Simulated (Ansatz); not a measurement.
The reference is BaF2 in the fluorite structure (space group Fm-3m, No. 225; a = 6.137 Å).

Now apply this change: Ca replaces 50.0 % of the Ba, ordered in a cell of 6 atoms (starting symmetry P4/mmm) and fully relaxed.

Levels (all Ansatz, a first-principles code, PAW): PBEsol (420 eV, no SOC); r2SCAN (500 eV, scalar-relativistic without spin-orbit coupling); HSE06 (420 eV, no SOC).

At the geometry relaxed with PBEsol, these levels gave the following band gaps, in shuffled order: (a) 6.87 eV, (b) 6.23 eV, (c) 8.29 eV.

### Question
Match each gap to its level.

### Answer
(a) r2SCAN; (b) PBEsol; (c) HSE06.

Single points use the geometry relaxed with PBEsol. HSE06 was sampled on its mesh, a few special points and the semilocal edge points, so its gap is an upper bound. These are small ordered cells, not random alloys; other orderings at the same x differ. Whether these cells are dynamically stable was not tested.
